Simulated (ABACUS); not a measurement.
MoS2, a slab with vacuum:

```
Mo S
1.0
     3.18413    0.00000    0.00000
    -1.59206    2.75753    0.00000
     0.00000    0.00000   17.33460
Mo S
1 2
Direct
  0.00000 0.00000 0.00000
  0.33333 0.66667 0.91051
  0.33333 0.66667 0.08949
```

```yaml
Program: ABACUS 3.10.1
Task: single point
Functional: PBEsol
Potentials_or_basis: PseudoDojo NC SR 0.4.1 PBEsol standard
Cutoff: 1102 eV
Density_cutoff: 4408 eV
Basis: plane waves
k_mesh: 10 × 10 × 2
Occupations: fermi-dirac, width 0.05 eV
Spin: no spin polarisation
```

On this cell: largest force 0.143 eV/Å; band gap on the k mesh 1.73 eV, indirect (least direct gap 1.93 eV).

The same run follows on a disturbed copy (atoms moved at random, drawn with an rms of 0.05 Å):

```
CELL_PARAMETERS angstrom
3.18413 0.00000 0.00000
-1.59206 2.75753 0.00000
0.00000 0.00000 17.33460
ATOMIC_POSITIONS crystal
Mo 0.00290 0.98616 0.99953
S 0.33139 0.66107 0.91056
S 0.32174 0.65518 0.08953
```

Problem. What does the disturbed cell give?

Solution. The energy moves by +6.8 meV/atom; largest force 0.881 eV/Å; band gap on the k mesh 1.72 eV, indirect (least direct gap 1.91 eV).

Forces in eV/Å, atoms in the order of the input:
```
Mo  -0.786  0.302  0.258
S    0.305 -0.221 -0.014
S    0.481 -0.081 -0.244
```

Stress tensor (GPa, compression positive):
```
-1.33 -0.25  0.29
-0.25 -1.53  0.23
 0.29  0.23 -0.38
```

A k mesh can miss the band edges.
